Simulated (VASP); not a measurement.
# Si (Fd-3m) in VASP: notebook

One crystal, Si, is run at these levels: PBE; tasks: single point.

All numbers are computed with VASP 6.6.1; they aren't measurements. Logs are shortened: lines on timing, memory, paths and dates and some standing lists are left out, and cuts for length are marked.

### Step 1. The undisturbed crystal

Symmetry: Fd-3m, No. 227, cubic system. The conventional cell has a = 5.444 Å, b = 5.444 Å, c = 5.444 Å, α = 90.00°, β = 90.00°, γ = 90.00°. Si (site symmetry -43m) is surrounded by 4 Si at 2.36 Å.

### Step 2. Single point, PBE (grid = ENCUT=350 dk=0.45 cell=3x3x2 ISMEAR=0 SIGMA=0.05 LREAL=Auto EDIFF=1e-06)

Input file INCAR:

```
SYSTEM = Si
  PREC = Accurate
  ENCUT = 350
  EDIFF = 1E-6
  ISMEAR = 0
  SIGMA = 0.05
  LREAL = Auto
  LASPH = .TRUE.
  NELM = 120
  ALGO = Fast
  ISIF = 2
  LWAVE = .FALSE.
  LCHARG = .FALSE.
  GGA = PE
  NBANDS = 84
```

Input file KPOINTS:

```
Automatic mesh
0
G
  2 2 3
  0 0 0
```

Input file POSCAR:

```
Si
1.0
    0.0000000000      8.1655535595      8.1655535595
    8.1655535595      0.0000000000      8.1655535595
    5.4437023730      5.4437023730      0.0000000000
Si
36
Direct
    0.1666666667      0.1666666667      0.2500000000
    0.1666666667      0.1666666667      0.7500000000
    0.1666666667      0.5000000000      0.2500000000
    0.1666666667      0.5000000000      0.7500000000
    0.1666666667      0.8333333333      0.2500000000
    0.1666666667      0.8333333333      0.7500000000
    0.5000000000      0.1666666667      0.2500000000
    0.5000000000      0.1666666667      0.7500000000
    0.5000000000      0.5000000000      0.2500000000
    0.5000000000      0.5000000000      0.7500000000
    0.5000000000      0.8333333333      0.2500000000
    0.5000000000      0.8333333333      0.7500000000
    0.8333333333      0.1666666667      0.2500000000
    0.8333333333      0.1666666667      0.7500000000
    0.8333333333      0.5000000000      0.2500000000
    0.8333333333      0.5000000000      0.7500000000
    0.8333333333      0.8333333333      0.2500000000
    0.8333333333      0.8333333333      0.7500000000
    0.2500000000      0.2500000000      0.3750000000
    0.2500000000      0.2500000000      0.8750000000
    0.2500000000      0.5833333333      0.3750000000
    0.2500000000      0.5833333333      0.8750000000
    0.2500000000      0.9166666667      0.3750000000
    0.2500000000      0.9166666667      0.8750000000
    0.5833333333      0.2500000000      0.3750000000
    0.5833333333      0.2500000000      0.8750000000
    0.5833333333      0.5833333333      0.3750000000
    0.5833333333      0.5833333333      0.8750000000
    0.5833333333      0.9166666667      0.3750000000
    0.5833333333      0.9166666667      0.8750000000
    0.9166666667      0.2500000000      0.3750000000
    0.9166666667      0.2500000000      0.8750000000
    0.9166666667      0.5833333333      0.3750000000
    0.9166666667      0.5833333333      0.8750000000
    0.9166666667      0.9166666667      0.3750000000
    0.9166666667      0.9166666667      0.8750000000
```

Potentials or basis: VASP PAW PBE potentials, release 64 (Si).

On the command line:

```sh
$ cat potpaw_PBE.64/Si/POTCAR > POTCAR
$ mpirun -np 1 vasp_std > vasp.out
```

OUTCAR:

```text
SYSTEM = Si
   PREC = Accurate
   ENCUT = 350
   EDIFF = 1E-6
   ISMEAR = 0
   LREAL = Auto
   LASPH = .TRUE.
   NELM = 120
   ISIF = 2
   GGA = PE

 Found      6 irreducible k-points:

 Following reciprocal coordinates:
            Coordinates               Weight
  0.000000  0.000000  0.000000      1.000000
  0.500000  0.000000  0.000000      2.000000
  0.500000  0.500000  0.000000      1.000000
  0.000000  0.000000  0.333333      2.000000
  0.500000  0.000000  0.333333      4.000000
  0.500000  0.500000  0.333333      2.000000
   k-points           NKPTS =      6   k-points in BZ     NKDIM =      6   number of bands    NBANDS=     84
   number of dos      NEDOS =    301   number of ions     NIONS =     36
   total plane-waves  NPLWV = 235200
   dimension x,y,z NGX =    70 NGY =   70 NGZ =   48
   dimension x,y,z NGXF=   140 NGYF=  140 NGZF=   96
   ions per type =              36
   NGX,Y,Z   is equivalent  to a cutoff of  10.08, 10.08, 10.37 a.u.
   NGXF,Y,Z  is equivalent  to a cutoff of  20.15, 20.15, 20.73 a.u.
 SYSTEM =  Si
   PREC   = accura    normal or accurate (medium, high low for compatibility)
   ISTART =      0    job   : 0-new  1-cont  2-samecut
   ICHARG =      2    charge: 1-file 2-atom 10-const
   ISPIN  =      1    spin polarized calculation?
   LNONCOLLINEAR =      F non collinear calculations
   LSORBIT =      F    spin-orbit coupling
   LASPH  =      T    aspherical Exc in radial PAW
   ENCUT  =  350.0 eV  25.72 Ry    5.07 a.u.  17.62 17.62 11.74*2*pi/ulx,y,z
   NELM   =    120;   NELMIN=  2; NELMDL= -5     # of ELM steps
   EDIFF  = 0.1E-05   stopping-criterion for ELM
   LREAL  =      T    real-space projection
   EDIFFG = 0.1E-04   stopping-criterion for IOM
   NSW    =      0    number of steps for IOM
   IBRION =     -1    ionic relax: 0-MD 1-quasi-New 2-CG
   NFREE  =      0    steps in history (QN), initial steepest desc. (CG)
   ISIF   =      2    stress and relaxation
   ISYM   =      2    0-nonsym 1-usesym 2-fastsym
   POTIM  = 0.5000    time-step for ionic-motion
   TEBEG  =    0.0;   TEEND  =   0.0 temperature during run
   PSTRESS=    0.0 pullay stress
   NELECT =     144.0000    total number of electrons
   NUPDOWN=      -1.0000    fix difference up-down
   EMIN   =  10.00;   EMAX   =-10.00  energy-range for DOS
   EFERMI =   0.00;   METHOD = LEGACY
   ISMEAR =     0;   SIGMA  =   0.05  broadening in eV -4-tet -1-fermi 0-gaus
   EFERMI_NEDOS =   21; number of points for ismear=-14 and -15
   IALGO  =     68    algorithm
   IMIX   =      4    mixing-type and parameters
     AMIX     =   0.40;   BMIX     =  1.00
     AMIX_MAG =   1.60;   BMIX_MAG =  1.00
  volume/ion in A,a.u.               =      20.16       136.08
  Fermi-wavevector in a.u.,A,eV,Ry     =   0.954766  1.804247 12.402783  0.911579
  Thomas-Fermi vector in A             =   2.083543
   LORBIT       =      0    0 simple, 1 ext, 2 COOP (PROOUT), +10 PAW based schemes
   GGA     = PE    functional components
   LHFCALC =     F    Hartree Fock is set to
   AEXX    =    0.0000 exact exchange contribution
   IVDW    =     0    specifies the selected vdW correction
   LEPSILON=     F    determine dielectric tensor
   LRPA    =     F    only Hartree local field effects (RPA)
 non-spin polarized calculation
 RMM-DIIS sequential band-by-band and
 Gauss-broadening in eV      SIGMA  =   0.05
  energy-cutoff  :      350.00
  volume of cell :      725.93
 maximum number of plane-waves:     10855
   NGX = 35   NGY = 35   NGZ = 23

 number of electron     143.9999994 magnetization

 Free energy of the ion-electron system (eV)
  ---------------------------------------------------
  ext. energy  EPLUGINS =         0.00000000
  ---------------------------------------------------
  free energy    TOTEN  =      -194.80489711 eV

  energy without entropy =     -194.80489711  energy(sigma->0) =     -194.80489711

 E-fermi :   6.0348     XC(G=0):  -9.3761

 val. band max:        5.7622365357   @ k =   0.0000   0.0000   0.0000
 cond. band min:       6.4857184421   @ k =   0.5000   0.5000   0.0000
 fundamental gap:      0.7234819063
 Fermi energy:         6.0347790997

 k-point     1 :       0.0000    0.0000    0.0000
  band No.  band energies     occupation
      1      -6.1486      2.00000
      2      -4.7808      2.00000
      3      -4.7808      2.00000
      4      -4.7808      2.00000
      5      -4.7808      2.00000
      6      -4.2559      2.00000
[... 76 lines left out ...]
     83       7.5023      0.00000
     84       7.5057      0.00000

 k-point     2 :       0.5000    0.0000    0.0000
  band No.  band energies     occupation
      1      -5.7896      2.00000
      2      -5.7896      2.00000
      3      -4.8572      2.00000
      4      -4.8572      2.00000
      5      -4.0569      2.00000
      6      -4.0569      2.00000
[... 76 lines left out ...]
     83       7.8187      0.00000
     84       8.1051      0.00000

 k-point     3 :       0.5000    0.5000    0.0000
  band No.  band energies     occupation
      1      -5.6674      2.00000
      2      -5.6674      2.00000
      3      -5.2050      2.00000
      4      -5.2050      2.00000
      5      -4.0569      2.00000
      6      -4.0569      2.00000
[... 76 lines left out ...]
     83       7.8035      0.00000
     84       7.8037      0.00000

 k-point     4 :       0.0000    0.0000    0.3333
  band No.  band energies     occupation
      1      -5.7896      2.00000
      2      -4.8572      2.00000
      3      -4.8572      2.00000
      4      -4.8572      2.00000
      5      -4.7808      2.00000
      6      -4.7808      2.00000
[... 76 lines left out ...]
     83       7.7297      0.00000
     84       7.7431      0.00000

 k-point     5 :       0.5000    0.0000    0.3333
  band No.  band energies     occupation
      1      -5.6674      2.00000
      2      -5.2050      2.00000
      3      -5.2050      2.00000
      4      -4.8572      2.00000
      5      -4.8572      2.00000
      6      -4.0569      2.00000
[... 76 lines left out ...]
     83       8.5132      0.00000
     84       8.5933      0.00000

 k-point     6 :       0.5000    0.5000    0.3333
  band No.  band energies     occupation
      1      -5.7896      2.00000
      2      -5.2050      2.00000
      3      -4.8572      2.00000
      4      -4.8572      2.00000
      5      -4.8572      2.00000
      6      -4.0569      2.00000
[... 76 lines left out ...]
     83       8.5515      0.00000
     84       8.5639      0.00000

------------------------ aborting loop because EDIFF is reached ----------------------------------------

  FORCE on cell =-STRESS in cart. coord.  units (eV):
  Direction    XX          YY          ZZ          XY          YZ          ZX
  --------------------------------------------------------------------------------------
  -------------------------------------------------------------------------------------
  Total        5.8190830      5.8190830      5.8309016      0.0102401     -0.0235939     -0.0235939
  in kB       12.8430893     12.8430893     12.8691736      0.0226005     -0.0520732     -0.0520732
  external PRESSURE =      12.8517841 kB  Pullay stress =       0.0000000 kB

 VOLUME and BASIS-vectors are now :
 -----------------------------------------------------------------------------
  energy-cutoff  :      350.00
  volume of cell :      725.93
      direct lattice vectors                 reciprocal lattice vectors
     0.000000000  8.165553559  8.165553559    -0.061232836  0.061232836  0.061232836
     8.165553559  0.000000000  8.165553559     0.061232836 -0.061232836  0.061232836
     5.443702373  5.443702373  0.000000000     0.091849254  0.091849254 -0.091849254

 POSITION                                       TOTAL-FORCE (eV/Angst)
 -----------------------------------------------------------------------------------
      2.72185      2.72185      2.72185         0.000228      0.000228     -0.000114
      5.44370      5.44370      2.72185         0.000228      0.000228     -0.000114
      5.44370      2.72185      5.44370         0.000228      0.000228     -0.000114
      8.16555      5.44370      5.44370         0.000228      0.000228     -0.000114
      8.16555      2.72185      8.16555         0.000228      0.000228     -0.000114
     10.88740      5.44370      8.16555         0.000228      0.000228     -0.000114
[... 28 lines left out ...]
      9.52648      9.52648     14.97018        -0.000228     -0.000228      0.000114
     12.24833     12.24833     14.97018        -0.000228     -0.000228      0.000114
 -----------------------------------------------------------------------------------
    total drift:                                0.000000      0.000000      0.000001

  FREE ENERGIE OF THE ION-ELECTRON SYSTEM (eV)
  ---------------------------------------------------
  free  energy   TOTEN  =      -194.8048971071 eV

  energy  without entropy=     -194.8048971071  energy(sigma->0) =     -194.80489711
```

It took 9 min on 1 thread of Intel Xeon Platinum 8375C at 2.90GHz (Ice Lake), shared host; peak memory 0.53 GiB.

These settings aren't checked as converged: the numbers below hold their error.

What came out:

| Quantity | Value |
| --- | --- |
| Free energy | -194.8049 eV |
| Pressure | 1.3 GPa |
| Band gap on the k mesh | 0.72 eV |

Caveat: an odd mesh through Γ misses points on the zone boundary, where band edges often lie.

### Step 3. Single point, PBE (grid = ENCUT=350 dk=0.45 cell=3x3x2 ISMEAR=0 SIGMA=0.2 LREAL=Auto EDIFF=1e-06)

Edit INCAR of step 2 so:

```diff
@@ -5,3 +5,3 @@
   ISMEAR = 0
-  SIGMA = 0.05
+  SIGMA = 0.2
   LREAL = Auto
```

KPOINTS is that of step 2.

POSCAR is that of step 2.

Potentials or basis: VASP PAW PBE potentials, release 64 (Si).

On the command line:

```sh
$ cat potpaw_PBE.64/Si/POTCAR > POTCAR
$ mpirun -np 1 vasp_std > vasp.out
```

OUTCAR:

```text
SYSTEM = Si
   PREC = Accurate
   ENCUT = 350
   EDIFF = 1E-6
   ISMEAR = 0
   LREAL = Auto
   LASPH = .TRUE.
   NELM = 120
   ISIF = 2
   GGA = PE

 Found      6 irreducible k-points:

 Following reciprocal coordinates:
            Coordinates               Weight
  0.000000  0.000000  0.000000      1.000000
  0.500000  0.000000  0.000000      2.000000
  0.500000  0.500000  0.000000      1.000000
  0.000000  0.000000  0.333333      2.000000
  0.500000  0.000000  0.333333      4.000000
  0.500000  0.500000  0.333333      2.000000
   k-points           NKPTS =      6   k-points in BZ     NKDIM =      6   number of bands    NBANDS=     84
   number of dos      NEDOS =    301   number of ions     NIONS =     36
   total plane-waves  NPLWV = 235200
   dimension x,y,z NGX =    70 NGY =   70 NGZ =   48
   dimension x,y,z NGXF=   140 NGYF=  140 NGZF=   96
   ions per type =              36
   NGX,Y,Z   is equivalent  to a cutoff of  10.08, 10.08, 10.37 a.u.
   NGXF,Y,Z  is equivalent  to a cutoff of  20.15, 20.15, 20.73 a.u.
 SYSTEM =  Si
   PREC   = accura    normal or accurate (medium, high low for compatibility)
   ISTART =      0    job   : 0-new  1-cont  2-samecut
   ICHARG =      2    charge: 1-file 2-atom 10-const
[... 64 lines left out ...]
  band No.  band energies     occupation
      1      -6.1488      2.00000
      2      -4.7809      2.00000
      3      -4.7809      2.00000
      4      -4.7809      2.00000
      5      -4.7809      2.00000
      6      -4.2560      2.00000
[... 511 lines left out ...]
     83       8.5485      0.00000
     84       8.5608      0.00000

------------------------ aborting loop because EDIFF is reached ----------------------------------------

  FORCE on cell =-STRESS in cart. coord.  units (eV):
  Direction    XX          YY          ZZ          XY          YZ          ZX
  --------------------------------------------------------------------------------------
  -------------------------------------------------------------------------------------
  Total        5.8051793      5.8051793      5.8168930      0.0097596     -0.0237385     -0.0237385
  in kB       12.8124028     12.8124028     12.8382558      0.0215400     -0.0523923     -0.0523923
  external PRESSURE =      12.8210205 kB  Pullay stress =       0.0000000 kB

 VOLUME and BASIS-vectors are now :
 -----------------------------------------------------------------------------
  energy-cutoff  :      350.00
  volume of cell :      725.93
      direct lattice vectors                 reciprocal lattice vectors
     0.000000000  8.165553559  8.165553559    -0.061232836  0.061232836  0.061232836
     8.165553559  0.000000000  8.165553559     0.061232836 -0.061232836  0.061232836
     5.443702373  5.443702373  0.000000000     0.091849254  0.091849254 -0.091849254

 POSITION                                       TOTAL-FORCE (eV/Angst)
 -----------------------------------------------------------------------------------
      2.72185      2.72185      2.72185         0.000233      0.000233     -0.000116
      5.44370      5.44370      2.72185         0.000233      0.000233     -0.000116
      5.44370      2.72185      5.44370         0.000233      0.000233     -0.000116
      8.16555      5.44370      5.44370         0.000233      0.000233     -0.000116
      8.16555      2.72185      8.16555         0.000233      0.000233     -0.000116
     10.88740      5.44370      8.16555         0.000233      0.000233     -0.000116
[... 28 lines left out ...]
      9.52648      9.52648     14.97018        -0.000233     -0.000233      0.000116
     12.24833     12.24833     14.97018        -0.000233     -0.000233      0.000116
 -----------------------------------------------------------------------------------
    total drift:                                0.000000      0.000000      0.000001

  FREE ENERGIE OF THE ION-ELECTRON SYSTEM (eV)
  ---------------------------------------------------
  free  energy   TOTEN  =      -194.8053365146 eV

  energy  without entropy=     -194.8013874311  energy(sigma->0) =     -194.80336197
```

OSZICAR:

```text
N       E                     dE             d eps       ncg     rms          rms(c)
DAV:   1     0.327683878179E+03    0.32768E+03   -0.44140E+04  1008   0.103E+03
DAV:   2    -0.162647584476E+03   -0.49033E+03   -0.46967E+03  1244   0.175E+02
DAV:   3    -0.197090713713E+03   -0.34443E+02   -0.33555E+02  1208   0.427E+01
DAV:   4    -0.198010283359E+03   -0.91957E+00   -0.91515E+00  1184   0.840E+00
DAV:   5    -0.198040495789E+03   -0.30212E-01   -0.30162E-01  1208   0.141E+00    0.207E+01
RMM:   6    -0.195791228916E+03    0.22493E+01   -0.12306E+00  1028   0.253E+00    0.126E+01
RMM:   7    -0.194753333377E+03    0.10379E+01   -0.33104E+00  1076   0.428E+00    0.706E-01
RMM:   8    -0.194792770064E+03   -0.39437E-01   -0.33863E-01  1117   0.158E+00    0.361E-01
RMM:   9    -0.194803241781E+03   -0.10472E-01   -0.85908E-02  1130   0.745E-01    0.380E-01
RMM:  10    -0.194804634272E+03   -0.13925E-02   -0.13954E-02  1190   0.348E-01    0.369E-01
RMM:  11    -0.194805447740E+03   -0.81347E-03   -0.46033E-03  1144   0.187E-01    0.237E-01
RMM:  12    -0.194805288192E+03    0.15955E-03   -0.40010E-03  1131   0.161E-01    0.287E-02
RMM:  13    -0.194805317663E+03   -0.29471E-04   -0.32585E-04  1138   0.569E-02    0.821E-02
RMM:  14    -0.194805304123E+03    0.13540E-04   -0.11967E-04  1117   0.322E-02    0.774E-02
RMM:  15    -0.194805328716E+03   -0.24593E-04   -0.34821E-05  1156   0.182E-02    0.466E-02
RMM:  16    -0.194805332783E+03   -0.40669E-05   -0.11053E-05  1054   0.847E-03    0.599E-02
RMM:  17    -0.194805336791E+03   -0.40085E-05   -0.10031E-05  1087   0.836E-03    0.179E-02
RMM:  18    -0.194805336515E+03    0.27684E-06   -0.17026E-06   707   0.376E-03
   1 F= -.19480534E+03 E0= -.19480336E+03  d E =-.394908E-02
```

stdout:

```text
POSCAR found type information on POSCAR Si
 POSCAR found :  1 types and      36 ions
 scaLAPACK will be used
 LDA part: xc-table for (Slater+PW92), standard interpolation
 -----------------------------------------------------------------------------
|                                                                             |
|           W    W    AA    RRRRR   N    N  II  N    N   GGGG   !!!           |
|           W    W   A  A   R    R  NN   N  II  NN   N  G    G  !!!           |
|           W    W  A    A  R    R  N N  N  II  N N  N  G       !!!           |
|           W WW W  AAAAAA  RRRRR   N  N N  II  N  N N  G  GGG   !            |
|           WW  WW  A    A  R   R   N   NN  II  N   NN  G    G                |
|           W    W  A    A  R    R  N    N  II  N    N   GGGG   !!!           |
|                                                                             |
|     Your reciprocal lattice and k-lattice belong to different lattice       |
|     classes:                                                                |
|                                                                             |
|        The reciprocal lattice is base-centered monoclinic,                  |
|        whereas your k-lattice is body-centered cubic.                       |
|                                                                             |
|     Results are often still useful ...                                      |
|                                                                             |
 -----------------------------------------------------------------------------

 POSCAR, INCAR and KPOINTS ok, starting setup
 FFT: planning ... GRIDC
 FFT: planning ... GRID_SOFT
 FFT: planning ... GRID
 WAVECAR not read
 entering main loop
```

Wall time 10 min (1 thread of Intel Xeon Platinum 8375C at 2.90GHz (Ice Lake), shared host); peak memory 0.54 GiB.

These settings aren't checked as converged: the numbers below hold their error.

Results:

```
Free energy            : -194.8053 eV
Pressure               : 1.3 GPa
Band gap on the k mesh : 0.72 eV
```

Caveat: an odd mesh through Γ misses points on the zone boundary, where band edges often lie.

### Step 4. Single point, PBE (grid = ENCUT=350 dk=0.45 cell=3x3x2 ISMEAR=0 SIGMA=0.05 LREAL=Auto EDIFF=0.0001)

Edit INCAR of step 3 so:

```diff
@@ -3,5 +3,5 @@
   ENCUT = 350
-  EDIFF = 1E-6
+  EDIFF = 1E-4
   ISMEAR = 0
-  SIGMA = 0.2
+  SIGMA = 0.05
   LREAL = Auto
```

KPOINTS is that of step 3.

POSCAR is that of step 3.

On the command line:

```sh
$ cat potpaw_PBE.64/Si/POTCAR > POTCAR
$ mpirun -np 1 vasp_std > vasp.out
```

Run time: 7.1 min. Hardware: 1 thread of Intel Xeon Platinum 8375C at 2.90GHz (Ice Lake), shared host; peak memory 0.53 GiB.

These settings aren't checked as converged: the numbers below hold their error.

What came out:

```
Free energy            : -194.8049 eV
Pressure               : 1.3 GPa
Band gap on the k mesh : 0.72 eV
```

Caveat: an odd mesh through Γ misses points on the zone boundary, where band edges often lie.

(Continued in part 2 of 2.)
